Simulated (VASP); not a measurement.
Set up this calculation in VASP 6.6.1, as the native input.

```yaml
Task: relaxation of cell and atoms
Functional: PBE
Dispersion: D3(BJ)
Potentials_or_basis: VASP PAW PBE potentials, release 64 (B, N)
Cutoff: 600 eV
k_mesh: 15 × 15 × 1
Occupations: gaussian, width 0.03 eV
Spin: no spin polarisation
Further_INCAR_settings: ALGO = Normal; EDIFF = 1e-06; IBRION = 2; EDIFFG = -0.01; NSW = 90; ISIF = 3
```

The structure of BN lies in POSCAR:

```
BN
1.0
    2.4982400000      0.0000000000      0.0000000000
   -1.2491200000      2.1635393000      0.0000000000
    0.0000000000      0.0000000000     24.6357000000
B N
3 3
Direct
    0.6666666700      0.3333333300      0.3653234900
    0.3333333300      0.6666666700      0.5000000000
    0.6666666700      0.3333333300      0.6346765100
    0.3333333300      0.6666666700      0.3653234900
    0.6666666700      0.3333333300      0.5000000000
    0.3333333300      0.6666666700      0.6346765100
```

One way to write it, as run:

INCAR

```
ALGO = Normal
EDIFF = 1E-6
EDIFFG = -0.01
ENCUT = 600
GGA = PE
IBRION = 2
ISIF = 3
ISMEAR = 0
IVDW = 12
KPAR = 4
LASPH = T
LATTICE_CONSTRAINTS = .TRUE. .TRUE. .FALSE.
LCHARG = F
LREAL = F
LWAVE = F
NELM = 80
NSW = 90
PREC = Accurate
SIGMA = 0.03
```

KPOINTS

```
k-points
0
Gamma
  15 15 1
```

Potentials or basis: VASP PAW PBE potentials, release 64 (B, N).

Run with:

```console
$ cat potpaw_PBE.64/B/POTCAR potpaw_PBE.64/N/POTCAR > POTCAR
$ mpirun -np 4 vasp_std > vasp.out
```

Results of the run:

| Item | Value |
| --- | --- |
| Relaxed volume | 22.35 Å³/atom |
| Relaxed cell | a = 2.507 Å, b = 2.507 Å, c = 24.636 Å, α = 90.00°, β = 90.00°, γ = 120.00° |
| Space group after relaxing (to 0.05 Å) | P-6m2 (No. 187) |
| Energy gained by relaxing | 0.8 meV/atom |
| Ionic steps | 5 |
| Largest force after relaxing | 0.005 eV/Å |
| Band gap on the k mesh | 4.39 eV, indirect (least direct gap 4.65 eV) |
| Dispersion energy per atom | -0.117 eV |

Run time: 59 s on 4 MPI ranks on Intel(R) Xeon(R) Platinum 8488C (Sapphire Rapids), on a shared host, peak memory 0.31 GiB a rank.
